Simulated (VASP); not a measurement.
# C (C2/m) in VASP: Born charges and dielectric tensor with LDA

Aim: the Born charges and dielectric tensor of C with LDA.

All numbers are computed with VASP 6.6.1; they aren't measurements. Logs are shortened: lines on timing, memory, paths and dates and some standing lists are left out, and cuts for length are marked.

## 1. The crystal as given

The structure is monoclinic, space group C2/m (No. 12). The conventional cell has a = 4.291 Å, b = 2.477 Å, c = 4.492 Å, α = 90.00°, β = 108.19°, γ = 90.00°. C (site symmetry m) is surrounded by 3 C at 1.43 Å.

This is a stacking variant of graphite.

## 2. Born charges and dielectric tensor, LDA

Contents of INCAR:

```
ALGO = Fast
EDIFF = 1E-8
ENCUT = 600
GGA = CA
IBRION = 8
ISIF = 2
ISMEAR = 0
LASPH = True
LCHARG = False
LEPSILON = True
LREAL = False
LWAVE = False
NELM = 100
NSW = 1
PREC = Accurate
SIGMA = 0.02
```

Contents of KPOINTS:

```
k-points
0
Gamma
  16 16 10
```

Contents of POSCAR:

```
C
1.0
    2.1454800000     -1.2386400000     -0.0032500000
    2.1454800000      1.2386400000     -0.0032500000
   -1.3960500000      0.0000000000      4.2695600000
C
2
Direct
    0.8333300000      0.8333300000      0.0000100000
    0.1666700000      0.1666700000      0.9999900000
```

Potentials or basis: VASP PAW LDA potentials, release 64 (C).

Started as:

```bash
> cat potpaw_LDA.64/C/POTCAR > POTCAR
> mpirun -np 1 vasp_std > vasp.out
```

OUTCAR:

```text
EDIFF = 1E-8
   ENCUT = 600
   GGA = CA
   IBRION = 8
   ISIF = 2
   ISMEAR = 0
   LASPH = True
   LEPSILON = True
   LREAL = False
   NELM = 100
   NSW = 1
   PREC = Accurate

 ion  position               nearest neighbor table
   1  0.833  0.833  0.000-   2 1.43   2 1.43   2 1.43
   2  0.167  0.167  1.000-   1 1.43   1 1.43   1 1.43

  LATTYP: Found a base centered monoclinic cell.
 ALAT       =     4.2909649231
 B/A-ratio  =     0.5773246914
 C/A-ratio  =     1.0468516725
 COS(beta)  =    -0.3122250190

  Lattice vectors:

 A1 = (   2.1454800000,  -1.2386400000,  -0.0032500000)
 A2 = (   2.1454800000,   1.2386400000,  -0.0032500000)
 A3 = (  -1.3960500000,   0.0000000000,   4.2695600000)

Analysis of symmetry for initial positions (statically):
=====================================================================
 Subroutine PRICEL returns:
 Original cell was already a primitive cell.

 Routine SETGRP: Setting up the symmetry group for a
 base centered monoclinic supercell.

 Subroutine GETGRP returns: Found  4 space group operations
 (whereof  4 operations were pure point group operations)
 out of a pool of  4 trial point group operations.

The static configuration has the point symmetry C_2h.

Analysis of symmetry for dynamics (positions and initial velocities):
=====================================================================
 Subroutine PRICEL returns:
 Original cell was already a primitive cell.

 Routine SETGRP: Setting up the symmetry group for a
 base centered monoclinic supercell.

 Subroutine GETGRP returns: Found  4 space group operations
 (whereof  4 operations were pure point group operations)
 out of a pool of  4 trial point group operations.

The dynamic configuration has the point symmetry C_2h.

 Subroutine INISYM returns: Found  4 space group operations
 (whereof  4 operations are pure point group operations),
 and found     1 'primitive' translations

----------------------------------------------------------------------------------------

                                     Primitive cell

  volume of cell :      22.6813

  direct lattice vectors                    reciprocal lattice vectors
     2.145480000 -1.238640000 -0.003250000     0.233163571 -0.403668540  0.076239238
     2.145480000  1.238640000 -0.003250000     0.233163571  0.403668540  0.076239238
    -1.396050000  0.000000000  4.269560000     0.000354969  0.000000000  0.234332239

  length of vectors
     2.477362316  2.477362316  4.492003806     0.472362109  0.472362109  0.234332508

  position of ions in fractional coordinates (direct lattice)
     0.833330000  0.833330000  0.000010000
     0.166670000  0.166670000  0.999990000

  ion indices of the primitive-cell ions
   primitive index   ion index
                 1           1
                 2           2

----------------------------------------------------------------------------------------

 KPOINTS: k-points

Automatic generation of k-mesh.
[... 422 lines left out ...]
  ---------------------------------------------------
  free energy    TOTEN  =        -0.77119880 eV

  energy without entropy =       -0.77119880

------------------------ aborting loop because EDIFF is reached ----------------------------------------

--------------------------------------- Ionic step        2  -------------------------------------------

------------------------ aborting loop because EDIFF is reached ----------------------------------------

--------------------------------------- Ionic step        3  -------------------------------------------

------------------------ aborting loop because EDIFF is reached ----------------------------------------

 PIEZOELECTRIC TENSOR FIELD DIRECTION 3  (e Angst)
 -----------------------------------------------------------------------------
    -0.00090  0.00000  0.00042           ( -0.00000  0.00000 -0.00000)
     0.00000  0.00110  0.00000           (  0.00000 -0.00000  0.00000)
     0.00042  0.00000 -0.00067           ( -0.00000  0.00000 -0.00000)

 PIEZOELECTRIC TENSOR FIELD DIRECTION 3  (C/m^2)
 -----------------------------------------------------------------------------
    -0.00063  0.00000  0.00029
     0.00000  0.00077  0.00000
     0.00029  0.00000 -0.00048

--------------------------------------- Ionic step        4  -------------------------------------------
[... 5 lines left out ...]
------------------------ aborting loop because EDIFF is reached ----------------------------------------

--------------------------------------- Ionic step        6  -------------------------------------------

 Free energy of the ion-electron system (eV)
  ---------------------------------------------------
  ---------------------------------------------------
  free energy    TOTEN  =        -0.12749585 eV

  energy without entropy =       -0.12749585

------------------------ aborting loop because EDIFF is reached ----------------------------------------

 INTERNAL STRAIN TENSOR  FOR ION    1  DIRECTION 3   (eV/Angst):
 -----------------------------------------------------------------------------
    -0.10702  0.00000  0.00115
     0.00000  0.11661  0.00000
    -0.00228  0.00000 -0.00752

 MACROSCOPIC STATIC DIELECTRIC TENSOR (including local field effects in DFT)
 ------------------------------------------------------
          13.186416     0.000000    -0.016806
           0.000000    13.168355     0.000000
          -0.016805     0.000000     2.010874
 ------------------------------------------------------

 PIEZOELECTRIC TENSOR (including local field effects)  for field in x, y, z        (e  Angst)
          XX          YY          ZZ          XY          YZ          ZX
  --------------------------------------------------------------------------------
  x     0.00000     0.00000     0.00000     0.00000     0.00000     0.00000
  y     0.00000     0.00000     0.00000     0.00000     0.00000     0.00000
  z     0.00000     0.00000     0.00000     0.00000     0.00000     0.00000

 PIEZOELECTRIC TENSOR (including local field effects)  for field in x, y, z        (C/m^2)
          XX          YY          ZZ          XY          YZ          ZX
  --------------------------------------------------------------------------------
  x     0.00000     0.00000     0.00000     0.00000     0.00000     0.00000
  y     0.00000     0.00000     0.00000     0.00000     0.00000     0.00000
  z     0.00000     0.00000     0.00000     0.00000     0.00000     0.00000

 BORN EFFECTIVE CHARGES (including local field effects) (in |e|, cummulative output)
 ---------------------------------------------------------------------------------
 ion    1
    1     0.00000     0.00000     0.00000
    2     0.00000     0.00000     0.00000
    3     0.00000     0.00000     0.00000
 ion    2
    1     0.00000     0.00000     0.00000
    2     0.00000     0.00000     0.00000
    3     0.00000     0.00000     0.00000

 INTERNAL STRAIN TENSOR FOR ION    2 for displacements in x,y,z  (eV/Angst):
          X           Y           Z          XY          YZ          ZX
  --------------------------------------------------------------------------------
  x   -10.06048    10.08555     0.00040     0.00000     0.00000     0.01652
  y     0.00000     0.00000     0.00000    10.44829    -0.01055     0.00000
  z     0.10702    -0.11661     0.00752     0.00000     0.00000    -0.00115

 SECOND DERIVATIVES (NOT SYMMETRIZED)
 ------------------------------------
               1X          1Y          1Z          2X          2Y          2Z
  1X   -51.562255    0.000000    0.050432   51.562255    0.000000   -0.050432
  1Y     0.000000  -51.560091    0.000000    0.000000   51.560091    0.000000
  1Z     0.050540    0.000000  -17.702360   -0.050540    0.000000   17.702360
  2X    51.562255    0.000000   -0.050432  -51.562255    0.000000    0.050432
  2Y     0.000000   51.560091    0.000000    0.000000  -51.560091    0.000000
  2Z    -0.050540    0.000000   17.702360    0.050540    0.000000  -17.702360

 Eigenvectors and eigenvalues of the dynamical matrix
 ----------------------------------------------------

   1 f  =   45.808114 THz   287.820867 2PiTHz 1527.994201 cm-1   189.447051 meV
             X         Y         Z           dx          dy          dz
      3.575772  0.000000 -0.005374    -0.707106   -0.000000    0.001054
     -0.680862  0.000000  4.268434     0.707106    0.000000   -0.001054
[... 16 lines left out ...]
   5 f  =    0.000000 THz     0.000001 2PiTHz    0.000004 cm-1     0.000000 meV
             X         Y         Z           dx          dy          dz
      3.575772  0.000000 -0.005374     0.707100    0.003063   -0.000698
     -0.680862  0.000000  4.268434     0.707100    0.003063   -0.000698

   6 f/i=    0.000001 THz     0.000004 2PiTHz    0.000022 cm-1     0.000003 meV
             X         Y         Z           dx          dy          dz
      3.575772  0.000000 -0.005374     0.003077   -0.643636    0.292786
     -0.680862  0.000000  4.268434     0.003077   -0.643636    0.292786

--------------------------------------------------------------------------------------------------------

 MACROSCOPIC STATIC DIELECTRIC TENSOR IONIC CONTRIBUTION
 ------------------------------------------------------
           0.000000     0.000000     0.000000
           0.000000     0.000000     0.000000
           0.000000     0.000000     0.000000
 ------------------------------------------------------

 ELASTIC MODULI CONTR FROM IONIC RELAXATION (kBar)
 Direction    XX          YY          ZZ          XY          YZ          ZX
 --------------------------------------------------------------------------------
 XX        -138.6968    139.0461      0.0025      0.0000     -0.0000      0.2281
 YY         139.0461   -139.3967     -0.0023     -0.0000      0.0000     -0.2287
 ZZ           0.0025     -0.0023     -0.0002      0.0000     -0.0000      0.0000
 XY           0.0000     -0.0000      0.0000   -149.5616      0.1510     -0.0000
 YZ          -0.0000      0.0000     -0.0000      0.1510     -0.0002      0.0000
 ZX           0.2281     -0.2287      0.0000     -0.0000      0.0000     -0.0004
 --------------------------------------------------------------------------------

 PIEZOELECTRIC TENSOR IONIC CONTR  for field in x, y, z        (C/m^2)
          XX          YY          ZZ          XY          YZ          ZX
  --------------------------------------------------------------------------------
  x     0.00000     0.00000     0.00000     0.00000     0.00000     0.00000
  y     0.00000     0.00000     0.00000     0.00000     0.00000     0.00000
  z     0.00000     0.00000     0.00000     0.00000     0.00000     0.00000
```

Wall time 20 min (1 thread of Intel Xeon Platinum 8259CL at 2.50GHz (Skylake/Cascade Lake), shared host); peak memory 0.73 GiB.

Results:

```yaml
Band_gap_on_the_k_mesh: 1.04 eV, direct
Electronic_dielectric_tensor_diagonal: 13.19, 13.17, 2.01
Born_charges_mean_of_the_diagonal: C +0.00 e
Highest_phonon_frequency_at_Γ: 1528 cm⁻¹
```

Levels at points of the mesh, in eV from the valence-band top:
```tsv
k point	band 2	band 3	band 4	band 5	band 6	band 7
(0.00, 0.00, 0.00)	-6.78	-2.53	-2.53	3.26	8.68	8.68
(0.50, 0.00, 0.00)	-12.56	-5.86	-1.74	2.24	7.85	11.11
(0.50, 0.50, 0.00)	-12.55	-5.86	-1.89	2.02	7.79	11.99
(0.00, 0.00, 0.50)	-7.29	-2.54	-2.53	6.53	8.67	8.67
(0.50, 0.00, 0.50)	-12.55	-5.86	-1.90	2.00	7.79	12.04
(0.50, 0.50, 0.50)	-12.55	-5.86	-1.75	2.22	7.85	11.15
```

Phonon frequencies in cm⁻¹ (negative: imaginary):
```
              q point          frequencies
(0.000, 0.000, 0.000)  0 0 0 895 1528 1528
```

Electronic dielectric tensor:
```
13.19  0.00 -0.02
 0.00 13.17  0.00
-0.02  0.00  2.01
```

Born effective charge tensors (e):
atom 1, C
```
0.00 0.00 0.00
0.00 0.00 0.00
0.00 0.00 0.00
```
atom 2, C
```
0.00 0.00 0.00
0.00 0.00 0.00
0.00 0.00 0.00
```

A k mesh can miss the band edges.
